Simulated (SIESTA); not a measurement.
The system is Cu.

```
CELL_PARAMETERS angstrom
0.00000 1.80750 1.80750
1.80750 0.00000 1.80750
1.80750 1.80750 0.00000
ATOMIC_POSITIONS crystal
Cu 0.00000 0.00000 0.00000
```

Program: SIESTA 5.4.2. Alike in all runs: task single point; level PBE; no spin polarisation; cell as given; k mesh 13 × 13 × 13; smearing fermi-dirac 0.05 eV; grid cutoff 800 Ry; energy shift 0.003 Ry. Hardware: 1 thread of Intel(R) Xeon(R) Platinum 8259CL CPU @ 2.50GHz (Skylake/Cascade Lake), on a shared host.

Order these runs on this cell by their wall time, lowest first.
A. potentials or basis PseudoDojo 0.4 standard (PBE files), DZ (energy shift 0.003 Ry; two zetas on semicore shells)
B. potentials or basis PseudoDojo 0.4 standard (PBE files), TZP (energy shift 0.003 Ry; two zetas on semicore shells)
C. potentials or basis PseudoDojo 0.4 standard (PBE files), SZ (energy shift 0.003 Ry)

C (8.5 s), A (19 s), B (52 s).

Caveats: the basis has no polarisation orbitals (some runs).
